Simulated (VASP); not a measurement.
# BN (Qingsongite) (F-43m) in VASP: notebook

BN (Qingsongite) is run at these levels: PBE, PBEsol, LDA, r2SCAN; tasks: single point.

Everything below comes from runs of VASP 6.6.1. Logs are shortened: lines on timing, memory, paths and dates and some standing lists are left out, and cuts for length are marked.

**The experiment to reproduce.**

A printed reference work, monograph reports, for a bulk crystal of BN at 300 K: band gap 6.4 eV (indirect).

The results are compared with them further down.

### 1 The cell of the first run

It takes space group F-43m (No. 216, cubic). Conventional cell: a = 3.624 Å, b = 3.624 Å, c = 3.624 Å, α = 90.00°, β = 90.00°, γ = 90.00°. B (site symmetry -43m) has 4 N at 1.57 Å within 2.1 Å. N (site symmetry -43m) has 4 B at 1.57 Å within 2.1 Å.

### 2 Single point, PBE

INCAR reads:

```
SYSTEM = BN
PREC     = Accurate       ! precision mode
ENCUT    = 520            ! plane-wave cutoff, eV
EDIFF    = 1E-6           ! SCF threshold, eV
ISMEAR   = -1             ! smearing method
SIGMA    = 0.02           ! smearing width, eV
LREAL    = .FALSE.        ! projectors in reciprocal space
LASPH    = .TRUE.         ! aspherical terms in the spheres
NELM     = 60             ! most SCF steps
ALGO     = Normal         ! electronic algorithm
ISIF     = 2              ! what is computed and relaxed
LWAVE    = .FALSE.        ! write WAVECAR
LCHARG   = .TRUE.         ! write CHGCAR
GGA      = PE             ! functional
LELF     = .TRUE.         ! ELF
LVHAR    = .TRUE.       
NBANDS   = 11             ! bands
```

KPOINTS reads:

```
regular mesh
0
G
  12 12 12
  0 0 0
```

POSCAR reads:

```
BN
1.0
    0.0000000000      1.8120261495      1.8120261495
    1.8120261495      0.0000000000      1.8120261495
    1.8120261495      1.8120261495      0.0000000000
B N
1 1
Direct
    0.0000000000      0.0000000000      0.0000000000
    0.2500000000      0.2500000000      0.2500000000
```

Potentials or basis: VASP PAW PBE potentials, release 64 (B, N).

Launch:

```bash
$ cat potpaw_PBE.64/B/POTCAR potpaw_PBE.64/N/POTCAR > POTCAR
$ mpirun -np 1 vasp_std > vasp.out
```

OUTCAR:

```text
SYSTEM = BN
   PREC = Accurate
   ENCUT = 520
   EDIFF = 1E-6
   ISMEAR = -1
   LREAL = .FALSE.
   LASPH = .TRUE.
   NELM = 60
   ISIF = 2
   GGA = PE

 ion  position               nearest neighbor table
   1  0.000  0.000  0.000-   2 1.57   2 1.57   2 1.57   2 1.57
   2  0.250  0.250  0.250-   1 1.57   1 1.57   1 1.57   1 1.57

  LATTYP: Found a face centered cubic cell.
 ALAT       =     3.6240522990

  Lattice vectors:

 A1 = (   0.0000000000,   1.8120261495,   1.8120261495)
 A2 = (   1.8120261495,   0.0000000000,   1.8120261495)
 A3 = (   1.8120261495,   1.8120261495,   0.0000000000)

Analysis of symmetry for initial positions (statically):
=====================================================================
 Subroutine PRICEL returns:
 Original cell was already a primitive cell.

 Routine SETGRP: Setting up the symmetry group for a
 face centered cubic supercell.

 Subroutine GETGRP returns: Found 24 space group operations
 (whereof 24 operations were pure point group operations)
 out of a pool of 48 trial point group operations.

The static configuration has the point symmetry T_d .

Analysis of symmetry for dynamics (positions and initial velocities):
=====================================================================
 Subroutine PRICEL returns:
 Original cell was already a primitive cell.

 Routine SETGRP: Setting up the symmetry group for a
 face centered cubic supercell.

 Subroutine GETGRP returns: Found 24 space group operations
 (whereof 24 operations were pure point group operations)
 out of a pool of 48 trial point group operations.

The dynamic configuration has the point symmetry T_d .

 Subroutine INISYM returns: Found 24 space group operations
 (whereof 24 operations are pure point group operations),
 and found     1 'primitive' translations

----------------------------------------------------------------------------------------

                                     Primitive cell

  volume of cell :      11.8994

  direct lattice vectors                    reciprocal lattice vectors
     0.000000000  1.812026150  1.812026150    -0.275934208  0.275934208  0.275934208
     1.812026150  0.000000000  1.812026150     0.275934208 -0.275934208  0.275934208
     1.812026150  1.812026150  0.000000000     0.275934208  0.275934208 -0.275934208

  length of vectors
     2.562591956  2.562591956  2.562591956     0.477932067  0.477932067  0.477932067

  position of ions in fractional coordinates (direct lattice)
     0.000000000  0.000000000  0.000000000
     0.250000000  0.250000000  0.250000000

  ion indices of the primitive-cell ions
   primitive index   ion index
                 1           1
                 2           2

----------------------------------------------------------------------------------------

 KPOINTS: regular mesh

Automatic generation of k-mesh.
 Grid dimensions read from file:
 generate k-points for:   12   12   12

 Generating k-lattice:

  Cartesian coordinates                     Fractional coordinates (reciprocal lattice)
    -0.022994517  0.022994517  0.022994517     0.083333333  0.000000000  0.000000000
     0.022994517 -0.022994517  0.022994517     0.000000000  0.083333333  0.000000000
     0.022994517  0.022994517 -0.022994517     0.000000000  0.000000000  0.083333333

  Length of vectors
     0.039827672  0.039827672  0.039827672

  Shift w.r.t. Gamma in fractional coordinates (k-lattice)
     0.000000000  0.000000000  0.000000000

 Subroutine IBZKPT returns following result:
 ===========================================

 Found     72 irreducible k-points:

 Following reciprocal coordinates:
            Coordinates               Weight
  0.000000  0.000000  0.000000      1.000000
  0.083333  0.000000  0.000000      8.000000
  0.166667  0.000000  0.000000      8.000000
  0.250000  0.000000  0.000000      8.000000
  0.333333  0.000000  0.000000      8.000000
  0.416667  0.000000  0.000000      8.000000
[... 16 lines left out ...]
  0.500000  0.166667  0.000000     24.000000
 -0.416667  0.166667  0.000000     24.000000
 [... further k-points ...]
   k-points           NKPTS =     72   k-points in BZ     NKDIM =     72   number of bands    NBANDS=     11
   number of dos      NEDOS =    301   number of ions     NIONS =      2
   total plane-waves  NPLWV =   8000
   dimension x,y,z NGX =    20 NGY =   20 NGZ =   20
   dimension x,y,z NGXF=    40 NGYF=   40 NGZF=   40
   ions per type =               1   1
   NGX,Y,Z   is equivalent  to a cutoff of  12.97, 12.97, 12.97 a.u.
   NGXF,Y,Z  is equivalent  to a cutoff of  25.95, 25.95, 25.95 a.u.
 SYSTEM =  BN
   PREC   = accura    normal or accurate (medium, high low for compatibility)
   ISTART =      0    job   : 0-new  1-cont  2-samecut
   ICHARG =      2    charge: 1-file 2-atom 10-const
   ISPIN  =      1    spin polarized calculation?
   LNONCOLLINEAR =      F non collinear calculations
   LSORBIT =      F    spin-orbit coupling
   LASPH  =      T    aspherical Exc in radial PAW
   ENCUT  =  520.0 eV  38.22 Ry    6.18 a.u.   4.76  4.76  4.76*2*pi/ulx,y,z
   NELM   =     60;   NELMIN=  2; NELMDL= -5     # of ELM steps
   EDIFF  = 0.1E-05   stopping-criterion for ELM
   LREAL  =      F    real-space projection
   EDIFFG = 0.1E-04   stopping-criterion for IOM
   NSW    =      0    number of steps for IOM
   IBRION =     -1    ionic relax: 0-MD 1-quasi-New 2-CG
   NFREE  =      0    steps in history (QN), initial steepest desc. (CG)
   ISIF   =      2    stress and relaxation
   ISYM   =      2    0-nonsym 1-usesym 2-fastsym
   POTIM  = 0.5000    time-step for ionic-motion
   TEBEG  =    0.0;   TEEND  =   0.0 temperature during run
   PSTRESS=    0.0 pullay stress
   NELECT =       8.0000    total number of electrons
   NUPDOWN=      -1.0000    fix difference up-down
   EMIN   =  10.00;   EMAX   =-10.00  energy-range for DOS
   EFERMI =   0.00;   METHOD = LEGACY
   ISMEAR =    -1;   SIGMA  =   0.02  broadening in eV -4-tet -1-fermi 0-gaus
   EFERMI_NEDOS =   21; number of points for ismear=-14 and -15
   IALGO  =     38    algorithm
   IMIX   =      4    mixing-type and parameters
     AMIX     =   0.40;   BMIX     =  1.00
     AMIX_MAG =   1.60;   BMIX_MAG =  1.00
  volume/ion in A,a.u.               =       5.95        40.15
  Fermi-wavevector in a.u.,A,eV,Ry     =   1.434158  2.710166 27.984592  2.056809
  Thomas-Fermi vector in A             =   2.553597
   LORBIT       =      0    0 simple, 1 ext, 2 COOP (PROOUT), +10 PAW based schemes
   GGA     = PE    functional components
   LHFCALC =     F    Hartree Fock is set to
   AEXX    =    0.0000 exact exchange contribution
   IVDW    =     0    specifies the selected vdW correction
   LEPSILON=     F    determine dielectric tensor
   LRPA    =     F    only Hartree local field effects (RPA)
 non-spin polarized calculation
  energy-cutoff  :      520.00
  volume of cell :       11.90
 maximum number of plane-waves:       332
   NGX =  9   NGY =  9   NGZ =  9

 number of electron       7.9999999 magnetization

 Free energy of the ion-electron system (eV)
  ---------------------------------------------------
  ext. energy  EPLUGINS =         0.00000000
  ---------------------------------------------------
  free energy    TOTEN  =       -17.45096852 eV

  energy without entropy =      -17.45096852  energy(sigma->0) =      -17.45096852

 E-fermi :   7.7929     XC(G=0): -12.7850

 val. band max:        7.3107862637   @ k =   0.0000   0.0000   0.0000
 cond. band min:      11.7621433565   @ k =   0.5000   0.5000   0.0000
 fundamental gap:      4.4513570929
 Fermi energy:         7.7929318525

 k-point     1 :       0.0000    0.0000    0.0000
  band No.  band energies     occupation
      1     -12.8348      2.00000
      2       7.3108      2.00000
      3       7.3108      2.00000
      4       7.3108      2.00000
      5      16.0950      0.00000
      6      16.0950      0.00000
      7      16.0950      0.00000
      8      17.5383      0.00000
      9      31.9223      0.00000
     10      34.9879      0.00000
     11      34.9879      0.00000

 k-point     2 :       0.0833    0.0000    0.0000
  band No.  band energies     occupation
      1     -12.6668      2.00000
      2       6.4029      2.00000
      3       7.1316      2.00000
      4       7.1316      2.00000
      5      16.2937      0.00000
      6      16.3668      0.00000
      7      16.3668      0.00000
      8      18.1077      0.00000
      9      31.7351      0.00000
     10      32.7913      0.00000
     11      32.7913      0.00000

 k-point     3 :       0.1667    0.0000    0.0000
  band No.  band energies     occupation
      1     -12.1690      2.00000
      2       4.3144      2.00000
      3       6.6954      2.00000
      4       6.6954      2.00000
      5      16.5906      0.00000
      6      16.9990      0.00000
      7      16.9990      0.00000
      8      19.4435      0.00000
      9      31.2079      0.00000
     10      31.2443      0.00000
     11      31.2443      0.00000

 k-point     4 :       0.2500    0.0000    0.0000
  band No.  band energies     occupation
      1     -11.3653      2.00000
      2       1.8623      2.00000
      3       6.1915      2.00000
      4       6.1915      2.00000
      5      16.8787      0.00000
      6      17.6043      0.00000
      7      17.6043      0.00000
      8      20.7828      0.00000
      9      30.6657      0.00000
     10      30.8400      0.00000
     11      30.8400      0.00000
[... 239 lines left out ...]
 k-point    22 :       0.4167    0.1667    0.0000
  band No.  band energies     occupation
      1      -9.4305      2.00000
      2      -0.8159      2.00000
      3       4.1940      2.00000
      4       4.3788      2.00000
      5      15.7795      0.00000
      6      19.6405      0.00000
      7      20.1302      0.00000
      8      20.9997      0.00000
      9      27.6113      0.00000
     10      33.3978      0.00000
     11      35.6100      0.00000

 k-point    23 :       0.5000    0.1667    0.0000
  band No.  band energies     occupation
      1      -8.4747      2.00000
      2      -2.3568      2.00000
      3       3.6121      2.00000
      4       4.4507      2.00000
      5      16.1352      0.00000
      6      19.5709      0.00000
      7      19.8901      0.00000
      8      22.2941      0.00000
      9      27.9856      0.00000
     10      33.5704      0.00000
     11      34.8143      0.00000

 k-point    24 :      -0.4167    0.1667    0.0000
  band No.  band energies     occupation
      1      -8.2924      2.00000
      2      -2.6219      2.00000
      3       3.2130      2.00000
      4       4.7632      2.00000
      5      16.5860      0.00000
      6      19.4239      0.00000
      7      19.4974      0.00000
      8      22.9042      0.00000
      9      28.2725      0.00000
     10      32.5694      0.00000
     11      33.8413      0.00000

 [... further k-points ...]

------------------------ aborting loop because EDIFF is reached ----------------------------------------

  FORCE on cell =-STRESS in cart. coord.  units (eV):
  Direction    XX          YY          ZZ          XY          YZ          ZX
  --------------------------------------------------------------------------------------
  -------------------------------------------------------------------------------------
  Total        0.0328387      0.0328387      0.0328387     -0.0000000     -0.0000000      0.0000000
  in kB        4.4215371      4.4215371      4.4215371     -0.0000000     -0.0000000      0.0000000
  external PRESSURE =       4.4215371 kB  Pullay stress =       0.0000000 kB

 VOLUME and BASIS-vectors are now :
 -----------------------------------------------------------------------------
  energy-cutoff  :      520.00
  volume of cell :       11.90
      direct lattice vectors                 reciprocal lattice vectors
     0.000000000  1.812026150  1.812026150    -0.275934208  0.275934208  0.275934208
     1.812026150  0.000000000  1.812026150     0.275934208 -0.275934208  0.275934208
     1.812026150  1.812026150  0.000000000     0.275934208  0.275934208 -0.275934208

 POSITION                                       TOTAL-FORCE (eV/Angst)
 -----------------------------------------------------------------------------------
      0.00000      0.00000      0.00000        -0.000000     -0.000000     -0.000000
      0.90601      0.90601      0.90601         0.000000      0.000000      0.000000
 -----------------------------------------------------------------------------------
    total drift:                                0.000000      0.000000      0.000000

  FREE ENERGIE OF THE ION-ELECTRON SYSTEM (eV)
  ---------------------------------------------------
  free  energy   TOTEN  =       -17.4509685208 eV

  energy  without entropy=      -17.4509685208  energy(sigma->0) =      -17.45096852
```

It took 13 s on 1 thread of AMD EPYC 7R43 (Zen 3), shared host; peak memory 0.08 GiB.

What came out:

```
Free energy            : -17.4510 eV
Pressure               : 0.4 GPa
Band gap on the k mesh : 4.45 eV, indirect (least direct gap 8.78 eV)
```

### 3 Single point, PBEsol

This run uses another cell than the first one, of 5.86 Å³/atom, 0.984 times its volume.

INCAR reads:

```
  PREC = Accurate
  ENCUT = 520
  EDIFF = 1E-6
  ISMEAR = -1
  SIGMA = 0.02
  LREAL = F
  LASPH = T
  NELM = 80
  ALGO = Normal
  ISIF = 2
  LWAVE = F
  LCHARG = F
  GGA = PS
  NBANDS = 11
```

KPOINTS reads:

```
regular mesh
0
Gamma
  12 12 12
```

POSCAR reads:

```
BN
1.0
    0.0000000000      1.8025453025      1.8025453025
    1.8025453025      0.0000000000      1.8025453025
    1.8025453025      1.8025453025      0.0000000000
B N
1 1
Direct
    0.0000000000      0.0000000000      0.0000000000
    0.2500000000      0.2500000000      0.2500000000
```

Potentials or basis: VASP PAW PBE potentials, release 64 (B, N).

Launch:

```bash
$ cat potpaw_PBE.64/B/POTCAR potpaw_PBE.64/N/POTCAR > POTCAR
$ mpirun -np 1 vasp_std > vasp.out
```

Wall time 14 s (1 thread of AMD EPYC 7R43 (Zen 3), shared host); peak memory 0.08 GiB.

It converged, with:

```yaml
Free_energy: -18.3468 eV
Pressure: 0.8 GPa
Band_gap_on_the_k_mesh: 4.29 eV, indirect (least direct gap 8.80 eV)
```

Levels at points of the mesh, in eV from the valence-band top:
| k point | band 1 | band 2 | band 3 | band 4 | band 5 | band 6 | band 7 | band 8 |
| --- | --- | --- | --- | --- | --- | --- | --- | --- |
| (0.00, 0.00, 0.00) | -20.35 | 0.00 | 0.00 | 0.00 | 8.80 | 8.80 | 8.80 | 10.40 |
| (0.50, 0.00, 0.00) | -16.04 | -10.85 | -1.96 | -1.96 | 10.20 | 10.67 | 10.67 | 15.16 |
| (0.50, 0.50, 0.00) | -14.65 | -9.02 | -4.98 | -4.98 | 4.29 | 9.14 | 18.00 | 18.00 |

Caveat: the PAW data sets were made with another functional, which shifts forces and pressure a little.

(Part 1 of 2 ends here.)
